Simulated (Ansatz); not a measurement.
Cubic perovskite CsPbI₃ (cubic high-temperature phase), treated with LDA (Ansatz, an electronic-structure program, PAW).

Numerical settings: plane-wave cutoff 520 eV, 6×6×6 k mesh, Fermi–Dirac smearing 0.01 eV, scalar-relativistic PAW data made under PBE.

Pressure at four volumes; x = ln(V/46.319 Å³). One pressure is withheld.

```tsv
V (Å³/atom)	x	P (GPa)
43.540	-0.0619	?
44.466	-0.0408	0.935
46.319	0.0000	0.011
49.098	0.0583	-1.030
```

Task: Pass a parabola P(x) through the three rows shown, estimate the bulk modulus and its pressure derivative near zero pressure, and predict the withheld pressure.

Result: Slopes between the rows: (0.011 − (0.935))/(0.0000 − (-0.0408)) = -22.65 and (-1.030 − (0.011))/(0.0583 − (0.0000)) = -17.86 GPa. Their difference over the span 0.0991 is c = 4.79/0.0991 = 48.3 GPa, so P(x) = 0.935 + (-22.65)(x − (-0.0408)) + 48.3 (x − (-0.0408))(x − (0.0000)). At the middle row B = −dP/dx = −[-22.65 + 48.3 × 0.0408] = 20.7 GPa, and B′ = dB/dP = 2c/B = 4.7. At x = -0.0619 the parabola gives 1.476 GPa; the run gives 1.484 GPa. The Birch–Murnaghan fit to the energies at all volumes has B0 = 20.5 GPa and B′ = 4.8.

Note: the relaxation could not lower the start's symmetry, so the cell can be a saddle point above a distorted one.

Spin–orbit coupling is not included; it can shift volumes and moduli of such heavy elements.
